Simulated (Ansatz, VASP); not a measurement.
Two plane-wave programs on Al

Contents of INCAR:

```
SYSTEM = Al
  ALGO = Normal
  EDIFF = 1E-7
  ENCUT = 520
  GGA = PS
  ISIF = 2
  ISMEAR = -1
  LASPH = .True.
  LCHARG = .False.
  LREAL = .False.
  LWAVE = .False.
  NBANDS = 10
  NELM = 60
  PREC = Accurate
  SIGMA = 0.05
```

Contents of KPOINTS:

```
k-points
0
Gamma
  11 11 6
  0 0 0
```

Contents of POSCAR:

```
Al
1.0
    2.7744445386      0.0000000000      0.0000000000
   -1.3872222692      2.4027394518      0.0000000000
    0.0000000000      0.0000000000      4.8010736936
Al
2
Direct
    0.3333333333      0.6666666667      0.2500000000
    0.6666666667      0.3333333333      0.7500000000
```

Contents of input.yaml:

```yaml
crystal:
  lattice:
    - [2.7744445386, 0.0, 0.0]
    - [-1.3872222692, 2.4027394518, 0.0]
    - [0.0, 0.0, 4.8010736936]
  atoms:
    - { symbol: Al, position: [0.3333333333, 0.6666666667, 0.25] }
    - { symbol: Al, position: [0.6666666667, 0.3333333333, 0.75] }
hamiltonian:
  xc: pbesol
  pseudopotentials: { kind: paw }
kpoints:
  mp_grid: { grid: [11, 11, 6] }
scf:
  occupations: { method: fermi_dirac, width: 0.05 }
output:
  forces: true
  stress: true
  eigenvalues: true
  write_density: true
  write_potential: true
  elf: true
  volumetric_format: npy
```

Change from the starting cell: volume scaled by 0.96.

Alike in both runs: task single point; functional PBEsol; k mesh 11 × 11 × 6; occupations fermi-dirac, width 0.05 eV; no spin polarisation.

|  | VASP | Ansatz |
| --- | --- | --- |
| version | VASP 6.6.1 | Ansatz 0.2.0 |
| potentials or method | VASP PAW PBE potentials, release 64 (Al) | Ansatz PAW |
| plane-wave cutoff (eV) | 520 | 420 |
| valence electrons in the cell | 6 | 6 |

```tsv
	VASP	Ansatz	Ansatz less VASP
gap on the k mesh at the Fermi level (eV)	none	none	-
pressure (GPa)	2.0	2.0	-0.07
largest component of the traceless stress (GPa)	3.89	3.86	-0.031
```

A gap of «none» marks a metal or a gap that the smearing closes. The functional is the same, so the differences come from potentials, cutoffs and numerics.

Caveats: the PAW data sets were made with another functional, which shifts forces and pressure a little (VASP); the PAW data sets come from PBE, with cores solved anew for the run's functional, which leaves a small shift of forces and pressure (Ansatz).
